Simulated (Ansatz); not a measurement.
Input and command of a calculation in Ansatz (plane waves; scalar-relativistic PAW potentials unless the input names others):

```yaml
crystal:
  lattice:
    - [3.8390104175, 0.0, 0.0]
    - [-1.9195052087, 3.324680547, 0.0]
    - [0.0, 0.0, 6.5641545587]
  atoms:
    - { symbol: Sn, position: [0.0, 0.0, 0.0] }
    - { symbol: Se, position: [0.3333333333, 0.6666666667, 0.2399667426] }
    - { symbol: Se, position: [0.6666666667, 0.3333333333, 0.7600332574] }
basis:
  ecutwfc: 500
kpoints:
  mp_grid: { grid: [12, 12, 4] }
hamiltonian:
  xc: r2scan
  dispersion: d3bj
scf:
  occupations: { method: gaussian, width: 0.02 }
  n_extra_bands: 2
  lower_state_search: standard
output:
  forces: true
  eigenvalues: true
  stress: true
```

```bash
ansatz run input.yaml --threads 1 --pin off --max-ram 2560MiB --backend cpu --events-out ev --progress --plain --runs-dir out
```

Abridged log:
```
Warning: the engine holds no damping parameters fitted to this dispersion correction and functional, so the run takes those fitted to r2scan beside the three-body term, which d3bj leaves out (hamiltonian.dispersion, under Limitations)
scf.n_extra_bands = 2 over 23 filled bands (N_el = 46.0): the run solves 25 bands
Pseudopotentials: kind: paw
Pseudopotential: Sn, paw, valence charge 14, recommended cutoff 500 eV (meta_gga)
Pseudopotential: Se, paw, valence charge 16, recommended cutoff 500 eV (meta_gga)
Functional definition: r2SCAN
Crystal: 3 atoms, lattice volume = 83.781 Å³
Basis set: ecut = 500 eV, 2057 PW (Γ), exchange–correlation on 120×120×192 points (64 copies of the dense FFT grid, shifted against one another)
Bands: 25, of which v1, the nominal top of the filled ones, is band 23 counted from 1 (22 counted from 0)
Symmetry: 12 space group operations
Space group: P-3m1 (ITA 164), of the structure as read, at distance tolerance 4.4e-5 Å
k-points: 69 of 576
Initial density: superposition of atomic densities (neutral atoms: chi_scale 0, normalization atom), corrected by the library's trained network
Initial wavefunctions: pseudopotential atomic-orbital guess
Functional: x = r2scan, c = r2scan; τ floored in thin density (d = 2e-4 eV/Å³)
SCF iter   1: F=-16996.609789 eV  HF=-16996.627251 eV  |F-HF|=1.75e-2  |Δ(HF+E_count)|=         —  Δρ=6.22e-3  dr2=5.71e-2  dr2_τ=6.68e-3  ethr=1.77e-3  ⟨swp⟩=6.2  Hψ=7728  notcnv=0
SCF iter   2: F=-16996.638454 eV  HF=-16996.639516 eV  |F-HF|=1.06e-3  |Δ(HF+E_count)|=   1.23e-2  Δρ=2.89e-3  dr2=6.00e-3  dr2_τ=2.06e-4  ethr=1.24e-4  ⟨swp⟩=3.3  Hψ=4259  notcnv=0
SCF iter   3: F=-16996.639775 eV  HF=-16996.639805 eV  |F-HF|=2.99e-5  |Δ(HF+E_count)|=   2.89e-4  Δρ=1.08e-3  dr2=6.66e-4  dr2_τ=1.29e-5  ethr=1.30e-5  ⟨swp⟩=2.0  Hψ=2529  notcnv=0
SCF iter   4: F=-16996.639885 eV  HF=-16996.639880 eV  |F-HF|=5.78e-6  |Δ(HF+E_count)|=   7.45e-5  Δρ=2.41e-4  dr2=2.89e-5  dr2_τ=1.11e-6  ethr=1.45e-6  ⟨swp⟩=3.0  Hψ=3543  notcnv=0
SCF iter   5: F=-16996.639891 eV  HF=-16996.639890 eV  |F-HF|=1.17e-6  |Δ(HF+E_count)|=   1.06e-5  Δρ=6.61e-5  dr2=2.33e-6  dr2_τ=4.34e-8  ethr=6.29e-8  ⟨swp⟩=2.0  Hψ=3236  notcnv=0
SCF iter   6: F=-16996.639892 eV  HF=-16996.639892 eV  |F-HF|=2.35e-8  |Δ(HF+E_count)|=   1.51e-6  Δρ=6.37e-6  dr2=3.87e-8  dr2_τ=5.42e-10  ethr=2.17e-10  ⟨swp⟩=3.9  Hψ=7660  notcnv=0
SCF 1 converged in 6 iterations: F = -16996.639892 eV  dr2 = 3.87e-8
SCF converged after 6 iterations
Free energy (F): -16996.639892 eV
Harris-Foulkes:  -16996.639892 eV  (|F-HF|=2.35e-8)
Internal energy: -16996.639892 eV  (E = F + TS)
E sigma→0 (E₀):  -16996.639892 eV
Fermi energy:    7.116105 eV
  E_disp       = -0.466552  (pairwise vdW)
--- Forces (eV/Å), atoms counted from 1 ---
  atom   1  Sn     0.00000000     0.00000000     0.00000000
  atom   2  Se     0.00000000     0.00000000     0.00222469
  atom   3  Se     0.00000000     0.00000000    -0.00222469
--- Stress (GPa, compression-positive) ---
       -0.894799       0.000000       0.000000
        0.000000      -0.894799       0.000000
        0.000000       0.000000      -1.008425
  P = ⅓ Tr σ = -0.9327 GPa (-9.327 kbar)
```

Apart from outputs and the relaxation, which only the reference makes, the input differs from a reference run on usual settings in hamiltonian.dispersion: not typed → "d3bj"; scf.n_extra_bands: not typed → 2; scf.lower_state_search: not typed → "standard". The reference, at the same geometry, ended its own course with pressure -0.02 GPa, largest force 0.004 eV/Å, gap on the mesh 1.03 eV. This run converged in 6 SCF iterations with an energy at zero smearing 156 meV/atom below the reference's (the Hamiltonian itself differs), pressure -0.93 GPa, largest force 0.002 eV/Å, gap on the mesh 1.03 eV.

The run took 15 s on 1 thread of Intel(R) Xeon(R) Processor @ 2.70GHz, with other jobs on the host, peak memory 0.65 GiB.